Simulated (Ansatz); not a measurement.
Start from `Oc1ccccc1` and change one atom or group to get `Nc1cccc(O)c1`.

Ansatz, PBE0-D4/def2-TZVP geometries, multiplicity 1. Each molecule was computed in one conformer, which needn't be the lowest.

| property | `Oc1ccccc1` |
| --- | --- |
| HOMO–LUMO gap (PBE0/def2-TZVPP) / eV | 6.28 |
| HOMO–LUMO gap (B3LYP/def2-TZVPP) / eV | 5.88 |
| HOMO energy (ωB97M-V/def2-TZVPP) / eV | -8.61 |
| LUMO energy (PBE/def2-TZVPP) / eV | -1.14 |
| ideal-gas entropy at 298 K and 1 bar (rigid rotor, harmonic PBE0-D4/def2-TZVP) / J/(mol·K) | 312 |
| size of the dipole moment (PBE/def2-TZVPP) / D | 1.28 |

Question: Give the same properties after the change, and the shifts. (Best estimate.)

Answer: Computed: 
```
                                                                                  property  `Nc1cccc(O)c1`  shift
                                                      HOMO–LUMO gap (PBE0/def2-TZVPP) / eV            5.99  -0.29
                                                     HOMO–LUMO gap (B3LYP/def2-TZVPP) / eV            5.59  -0.29
                                                     HOMO energy (ωB97M-V/def2-TZVPP) / eV           -7.93   0.68
                                                         LUMO energy (PBE/def2-TZVPP) / eV           -0.73   0.41
ideal-gas entropy at 298 K and 1 bar (rigid rotor, harmonic PBE0-D4/def2-TZVP) / J/(mol·K)             339     27
                                            size of the dipole moment (PBE/def2-TZVPP) / D            1.06  -0.22
```

With PBE0 the HOMO rises by 0.67 eV and the LUMO rises by 0.38 eV, so the gap narrows by about 0.29 eV. PBE moves the HOMO by 0.66 eV and ωB97M-V by 0.68 eV. The zero-point energy changes by 44.1 kJ/mol with +6 modes. Dipoles are sizes alone; their direction can turn.

B3LYP here is the variant with VWN-RPA as its local correlation; programs differ in this.

Positive LUMOs are unbound, so they and the gaps depend on the basis.
